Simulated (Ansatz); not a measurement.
## PtS2 in Ansatz: the effect of functional

PtS2:

```xyz
3
Lattice="3.6127 0.0000 0.0000 -1.8063 3.1287 0.0000 0.0000 0.0000 5.1376" Properties=species:S:1:pos:R:3 pbc="T T T"
Pt    0.0000    0.0000    0.0000
S     1.8063    1.0429    3.9714
S     0.0000    2.0858    1.1662
```

The cell isn't the ideal one: volume scaled by 1.06.

Alike in all runs:

```yaml
Program: Ansatz 0.2.0
Task: single point
Potentials_or_basis: Ansatz PAW
k_mesh: 9 × 9 × 5
Occupations: fermi-dirac, width 0.05 eV
Spin: no spin polarisation
```

Question: One run gave: gap on the mesh 0.84 eV; pressure -4.8 GPa; largest force 0.01 eV/Å. Which functional did it use?
A. PBEsol
B. LDA
C. r2SCAN

Answer: B.

| functional | cutoff | gap on the mesh (eV) | pressure (GPa) | largest force (eV/Å) |
| --- | --- | --- | --- | --- |
| LDA | 420 eV (not typed: the program's choice for these potentials) | 0.84 | -4.8 | 0.01 |
| PBEsol | 420 eV (not typed: the program's choice for these potentials) | 0.89 | -2.2 | 0.13 |
| r2SCAN | 500 eV (not typed: the program's choice for these potentials) | 1.11 | 0.2 | 0.38 |

Caveats: odd divisions of the mesh miss points on the zone boundary, where band edges often lie, so the gap on the mesh can be too wide; spin-orbit coupling is left out, which moves the levels of the heavy elements; the PAW data sets come from PBE, with cores solved anew for the run's functional, which leaves a small shift of forces and pressure.

A k mesh can miss the band edges.

Runs at the PBE level aren't shown here.
